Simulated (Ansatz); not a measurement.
Born–Oppenheimer molecular dynamics of a periodic cell of 16 atoms, WC (start crystal WC, start structure P-6m2, volume 1.1 times the crystal's). It starts from a structure without forces on its atoms.

All numbers below come from DFT PBE-D3(BJ), scalar-relativistic, plane waves, PAW in Ansatz. Settings: accuracy low, PAW set soft_1, cutoff 420 eV, k mesh 2x3x3, fermi-dirac smearing 0.24 eV, no spin polarisation.

```json
{
 "ensemble": "NVT, Nosé–Hoover chain",
 "time step": "0.75 fs",
 "steps asked": "200",
 "set temperature": "5600 K",
 "thermostat": "time constant 3 fs, chain length 1",
 "seed": "473768"
}
```

Frames 3.75 fs apart, positions in Å, forces in eV/Å.

Velocities at 30 fs (Å/ps):

```
W -10.83 -0.68 1.11
C 11.67 -20.42 -14.98
W 0.69 0.31 1.19
C -19.43 -3.90 23.93
W -2.00 -2.96 2.68
C -22.09 18.62 -33.28
W 7.57 4.70 -0.54
C 0.45 -16.34 -36.11
W 0.18 -6.62 -1.25
C 9.16 20.14 -33.34
W 0.19 -8.44 0.13
C 23.60 18.89 -10.36
W -2.67 0.01 4.03
C 4.74 8.98 -4.13
W 7.59 12.93 -1.59
C -19.20 -14.53 20.00
```

```xyz
16
Lattice="-2.9501 -5.1097 0.0000 4.4251 -2.5548 0.0000 0.0000 0.0000 5.7915" Properties=species:S:1:pos:R:3:forces:R:3 time_fs=30 energy_less_start_eV=10.559 T=5771
W -0.388 -5.074 0.061 10.50 -5.88 -1.77
C 1.312 -4.449 1.276 0.58 1.91 1.96
W -0.018 -5.037 2.936 1.84 -3.09 -0.05
C 1.613 -4.327 4.396 -0.82 0.02 -1.74
W -1.531 -2.704 0.099 1.22 6.95 -3.03
C -0.061 -1.428 1.507 0.72 -3.44 1.05
W -1.259 -2.459 2.871 -1.51 0.97 2.28
C -0.006 -1.770 4.645 0.24 0.05 -2.35
W 1.487 -2.738 -0.094 -0.10 2.62 2.48
C 3.045 -1.842 1.475 -3.08 0.98 0.87
W 1.439 -2.834 2.837 2.17 4.30 0.59
C 3.023 -1.661 4.453 -0.75 -0.50 -1.36
W -0.045 -0.028 0.093 -0.23 1.14 -3.66
C -1.405 -4.158 1.398 -0.85 -0.12 3.03
W 0.282 0.423 2.754 -6.29 -5.38 5.41
C -1.128 -4.036 4.412 -3.66 -0.52 -3.73
16
Lattice="-2.9501 -5.1097 0.0000 4.4251 -2.5548 0.0000 0.0000 0.0000 5.7915" Properties=species:S:1:pos:R:3:forces:R:3 time_fs=33.75 energy_less_start_eV=12.638 T=4990
W -0.424 -5.079 0.065 11.93 -6.39 -1.43
C 1.357 -4.513 1.232 -0.61 2.83 2.85
W -0.014 -5.037 2.941 1.72 -2.86 -0.02
C 1.536 -4.342 4.474 -0.40 -0.29 -2.79
W -1.538 -2.713 0.108 2.02 7.46 -4.09
C -0.141 -1.381 1.391 0.60 -5.33 3.40
W -1.231 -2.441 2.870 -1.53 1.00 1.81
C -0.002 -1.830 4.498 0.77 0.44 -0.75
W 1.487 -2.762 -0.098 -0.69 3.57 2.13
C 3.060 -1.761 1.357 -3.57 0.59 2.64
W 1.441 -2.865 2.838 2.10 4.04 0.55
C 3.107 -1.594 4.406 -1.42 -1.17 -1.31
W -0.055 -0.027 0.106 0.48 2.28 -6.72
C -1.392 -4.125 1.402 -0.56 -0.38 3.44
W 0.308 0.470 2.750 -7.01 -5.73 5.51
C -1.222 -4.093 4.462 -3.84 -0.08 -5.23
16
Lattice="-2.9501 -5.1097 0.0000 4.4251 -2.5548 0.0000 0.0000 0.0000 5.7915" Properties=species:S:1:pos:R:3:forces:R:3 time_fs=37.5 energy_less_start_eV=14.238 T=5813
W -0.455 -5.089 0.067 11.69 -5.05 -1.84
C 1.400 -4.550 1.218 -1.67 3.36 3.24
W -0.009 -5.039 2.946 1.38 -2.62 -0.20
C 1.446 -4.362 4.527 0.01 -0.54 -3.02
W -1.544 -2.716 0.115 2.39 6.67 -5.21
C -0.220 -1.392 1.305 0.80 -5.89 4.38
W -1.201 -2.420 2.870 -2.30 0.81 0.50
C 0.012 -1.891 4.328 1.91 0.84 1.65
W 1.487 -2.786 -0.101 -1.35 4.20 1.80
C 3.035 -1.666 1.260 -3.18 -0.34 3.58
W 1.444 -2.894 2.839 2.03 3.85 0.39
C 3.181 -1.535 4.339 -1.88 -1.66 -0.72
W -0.066 -0.025 0.116 0.34 3.23 -7.97
C -1.383 -4.094 1.445 0.64 -0.37 1.73
W 0.331 0.517 2.750 -8.08 -6.40 5.84
C -1.370 -4.157 4.457 -2.72 -0.07 -4.13
16
Lattice="-2.9501 -5.1097 0.0000 4.4251 -2.5548 0.0000 0.0000 0.0000 5.7915" Properties=species:S:1:pos:R:3:forces:R:3 time_fs=41.25 energy_less_start_eV=15.937 T=6208
W -0.482 -5.105 0.069 9.73 -2.29 -3.05
C 1.430 -4.553 1.241 -2.12 3.32 2.88
W -0.002 -5.043 2.951 0.69 -2.13 -0.72
C 1.342 -4.391 4.553 0.67 -0.44 -2.54
W -1.549 -2.715 0.118 1.52 4.85 -5.85
C -0.303 -1.474 1.254 1.90 -3.60 3.00
W -1.169 -2.395 2.870 -4.56 0.20 -1.66
C 0.052 -1.952 4.152 3.87 1.49 5.16
W 1.486 -2.810 -0.102 -1.85 4.30 1.46
C 2.969 -1.560 1.188 -1.72 -2.41 4.00
W 1.450 -2.926 2.841 2.33 3.73 -0.07
C 3.245 -1.486 4.253 -2.38 -2.26 0.66
W -0.078 -0.020 0.121 -1.02 2.49 -6.44
C -1.366 -4.061 1.515 2.19 -0.11 -1.41
W 0.352 0.566 2.754 -10.08 -7.27 4.90
C -1.574 -4.231 4.403 0.85 0.13 -0.30
16
Lattice="-2.9501 -5.1097 0.0000 4.4251 -2.5548 0.0000 0.0000 0.0000 5.7915" Properties=species:S:1:pos:R:3:forces:R:3 time_fs=45 energy_less_start_eV=18.655 T=4688
W -0.503 -5.123 0.069 7.53 0.32 -4.04
C 1.438 -4.519 1.295 -1.75 2.53 1.72
W 0.005 -5.050 2.956 -0.12 -1.50 -1.60
C 1.243 -4.426 4.551 1.52 0.14 -1.57
W -1.554 -2.710 0.118 -0.48 3.09 -5.61
C -0.365 -1.597 1.236 3.83 0.08 0.89
W -1.139 -2.370 2.870 -6.65 -0.28 -2.46
C 0.136 -1.998 4.027 4.69 2.07 7.43
W 1.484 -2.831 -0.103 -2.04 3.93 1.17
C 2.881 -1.478 1.160 -0.12 -4.83 4.41
W 1.457 -2.957 2.842 3.23 3.64 -0.64
C 3.285 -1.460 4.173 -2.89 -2.87 2.26
W -0.091 -0.013 0.122 -2.69 0.76 -4.11
C -1.324 -4.029 1.572 2.87 -0.08 -3.36
W 0.366 0.612 2.762 -12.25 -7.66 0.53
C -1.772 -4.306 4.346 5.32 0.67 4.98
16
Lattice="-2.9501 -5.1097 0.0000 4.4251 -2.5548 0.0000 0.0000 0.0000 5.7915" Properties=species:S:1:pos:R:3:forces:R:3 time_fs=48.75 energy_less_start_eV=20.780 T=5396
W -0.519 -5.142 0.065 6.31 1.43 -4.03
C 1.425 -4.453 1.374 -0.91 0.86 -0.08
W 0.013 -5.058 2.960 -1.22 -1.08 -2.53
C 1.155 -4.461 4.530 2.41 0.92 -0.21
W -1.559 -2.703 0.113 -2.61 1.81 -5.04
C -0.386 -1.730 1.227 5.82 2.92 -0.61
W -1.112 -2.343 2.867 -5.62 -0.09 -0.24
C 0.278 -2.022 3.980 1.57 2.40 6.80
W 1.480 -2.851 -0.102 -1.99 3.50 0.96
C 2.785 -1.448 1.183 0.77 -5.97 4.29
W 1.468 -2.986 2.844 4.75 3.80 -1.19
C 3.292 -1.468 4.113 -3.13 -3.32 3.43
W -0.108 -0.004 0.119 -3.86 -0.67 -2.21
C -1.246 -3.997 1.595 1.89 -0.52 -2.87
W 0.371 0.655 2.771 -11.61 -6.50 -5.00
C -1.924 -4.380 4.343 7.42 0.50 8.53
16
Lattice="-2.9501 -5.1097 0.0000 4.4251 -2.5548 0.0000 0.0000 0.0000 5.7915" Properties=species:S:1:pos:R:3:forces:R:3 time_fs=52.5 energy_less_start_eV=21.367 T=7520
W -0.534 -5.165 0.057 6.10 0.52 -2.58
C 1.398 -4.359 1.473 -0.02 -2.25 -2.80
W 0.022 -5.069 2.964 -3.02 -1.22 -3.01
C 1.074 -4.495 4.501 3.23 1.63 1.52
W -1.567 -2.692 0.102 -3.88 0.71 -4.46
C -0.339 -1.863 1.210 6.77 3.92 -1.20
W -1.082 -2.308 2.864 -2.45 0.20 2.41
C 0.479 -2.023 4.006 -3.48 3.05 5.12
W 1.473 -2.873 -0.101 -1.69 3.19 1.04
C 2.671 -1.483 1.265 1.07 -4.77 2.77
W 1.485 -3.020 2.845 6.28 5.20 -1.11
C 3.262 -1.519 4.080 -2.90 -3.32 3.60
W -0.132 0.006 0.114 -5.25 -2.31 0.35
C -1.123 -3.961 1.589 -0.19 -0.92 -1.10
W 0.368 0.704 2.779 -7.28 -4.24 -5.60
C -2.024 -4.466 4.441 6.71 0.61 5.05
16
Lattice="-2.9501 -5.1097 0.0000 4.4251 -2.5548 0.0000 0.0000 0.0000 5.7915" Properties=species:S:1:pos:R:3:forces:R:3 time_fs=56.25 energy_less_start_eV=21.596 T=4983
W -0.545 -5.188 0.048 6.48 -1.19 -0.62
C 1.370 -4.290 1.541 0.62 -5.62 -5.44
W 0.029 -5.081 2.965 -4.59 -1.75 -2.59
C 1.027 -4.511 4.487 3.52 1.69 2.54
W -1.578 -2.680 0.088 -3.35 0.10 -3.42
C -0.224 -1.955 1.181 5.24 3.16 -0.90
W -1.054 -2.274 2.862 -0.09 0.13 2.54
C 0.643 -1.991 4.086 -5.68 3.13 3.10
W 1.465 -2.893 -0.099 -1.14 2.87 1.60
C 2.571 -1.567 1.375 1.37 -2.43 0.73
W 1.506 -3.050 2.845 6.13 8.08 0.74
C 3.201 -1.604 4.085 -2.29 -2.58 2.80
W -0.160 0.014 0.109 -7.55 -4.17 3.79
C -1.003 -3.936 1.571 -1.71 -0.65 0.15
W 0.360 0.749 2.783 -3.82 -3.25 -3.00
C -2.052 -4.544 4.587 6.86 2.48 -2.01
16
Lattice="-2.9501 -5.1097 0.0000 4.4251 -2.5548 0.0000 0.0000 0.0000 5.7915" Properties=species:S:1:pos:R:3:forces:R:3 time_fs=60 energy_less_start_eV=21.041 T=4455
W -0.549 -5.207 0.039 7.13 -2.46 1.00
C 1.353 -4.291 1.542 1.16 -6.48 -5.36
W 0.032 -5.092 2.964 -5.00 -2.10 -1.46
C 1.024 -4.508 4.502 3.09 0.93 2.02
W -1.590 -2.670 0.075 -1.85 -0.18 -2.04
C -0.076 -1.998 1.148 2.30 2.48 -0.18
W -1.031 -2.246 2.862 1.22 -0.11 1.35
C 0.721 -1.933 4.183 -5.77 2.43 0.48
W 1.458 -2.908 -0.096 -0.28 2.53 2.01
C 2.502 -1.661 1.474 2.07 -0.43 -0.67
W 1.528 -3.069 2.845 4.39 9.33 2.28
C 3.128 -1.701 4.117 -1.72 -1.65 1.98
W -0.187 0.018 0.107 -8.50 -4.95 5.02
C -0.922 -3.921 1.557 -2.46 -0.20 0.71
W 0.351 0.784 2.784 -2.42 -3.10 -1.36
C -2.003 -4.581 4.689 6.65 3.98 -5.77
16
Lattice="-2.9501 -5.1097 0.0000 4.4251 -2.5548 0.0000 0.0000 0.0000 5.7915" Properties=species:S:1:pos:R:3:forces:R:3 time_fs=63.75 energy_less_start_eV=19.618 T=6870
W -0.548 -5.230 0.031 8.19 -3.50 2.95
C 1.350 -4.367 1.481 1.65 -4.67 -2.42
W 0.030 -5.105 2.962 -4.67 -1.94 -0.04
C 1.059 -4.494 4.540 1.96 -0.56 0.30
W -1.603 -2.660 0.059 -0.12 -0.62 -0.79
C 0.108 -2.012 1.111 -1.39 2.58 1.35
W -1.006 -2.216 2.863 2.23 -0.41 0.05
C 0.734 -1.842 4.293 -5.18 1.56 -1.80
W 1.450 -2.921 -0.091 1.22 2.00 1.62
C 2.455 -1.767 1.571 3.26 1.47 -1.91
W 1.554 -3.082 2.847 1.63 7.62 2.40
C 3.029 -1.824 4.176 -0.88 -0.75 1.18
W -0.223 0.019 0.109 -5.70 -4.07 2.65
C -0.865 -3.908 1.551 -2.84 0.11 0.98
W 0.340 0.819 2.784 -1.76 -3.08 -0.46
C -1.874 -4.574 4.730 2.42 4.25 -6.04
16
Lattice="-2.9501 -5.1097 0.0000 4.4251 -2.5548 0.0000 0.0000 0.0000 5.7915" Properties=species:S:1:pos:R:3:forces:R:3 time_fs=67.5 energy_less_start_eV=19.360 T=5759
W -0.541 -5.256 0.025 8.48 -4.10 4.73
C 1.364 -4.499 1.390 1.50 -2.20 0.86
W 0.026 -5.120 2.960 -4.17 -1.30 0.74
C 1.117 -4.485 4.584 0.54 -2.07 -1.65
W -1.618 -2.650 0.041 1.59 -1.31 -0.24
C 0.289 -1.998 1.088 -4.41 3.51 3.53
W -0.978 -2.185 2.864 2.91 -0.76 -0.68
C 0.690 -1.728 4.390 -4.40 0.67 -2.57
W 1.443 -2.934 -0.086 2.69 1.28 0.26
C 2.442 -1.863 1.652 4.41 3.26 -3.30
W 1.583 -3.091 2.852 -1.07 4.56 2.56
C 2.916 -1.963 4.252 0.35 0.26 0.40
W -0.266 0.016 0.113 -1.76 -2.99 0.28
C -0.837 -3.894 1.555 -2.94 0.10 1.04
W 0.326 0.854 2.784 -1.14 -3.04 -0.02
C -1.712 -4.520 4.707 -2.57 4.14 -5.93
16
Lattice="-2.9501 -5.1097 0.0000 4.4251 -2.5548 0.0000 0.0000 0.0000 5.7915" Properties=species:S:1:pos:R:3:forces:R:3 time_fs=71.25 energy_less_start_eV=19.155 T=4396
W -0.529 -5.281 0.023 6.48 -3.20 4.24
C 1.391 -4.634 1.321 0.40 -0.38 2.86
W 0.019 -5.134 2.959 -3.92 -0.58 0.78
C 1.171 -4.498 4.605 -0.51 -2.53 -2.67
W -1.629 -2.643 0.026 3.45 -1.90 -0.47
C 0.397 -1.951 1.104 -5.00 3.74 4.28
W -0.952 -2.159 2.865 3.11 -1.01 -0.83
C 0.607 -1.626 4.447 -3.63 -0.31 -2.05
W 1.438 -2.944 -0.081 2.20 1.12 -0.44
C 2.475 -1.911 1.686 4.65 3.86 -3.86
W 1.607 -3.095 2.857 -2.50 2.64 2.67
C 2.823 -2.077 4.319 1.38 1.22 -0.23
W -0.302 0.012 0.117 0.51 -2.40 -0.58
C -0.843 -3.881 1.569 -2.69 -0.20 0.93
W 0.314 0.881 2.784 -0.65 -3.08 -0.15
C -1.598 -4.433 4.627 -3.28 2.99 -4.49
```

Of the whole run (150 fs, mean temperature of the second half 5600 K): The conserved energy stayed within 1.2 meV per atom of its start (net change 1.1 meV per atom), so the integration is sound. A run of 0.15 ps of so small a system gives no equilibrium averages. Limits of this set-up: coarse k mesh, low accuracy level.

The run took 15 min on 2 threads of Arm Neoverse V2 (shared host), peak memory 0.69 GiB.
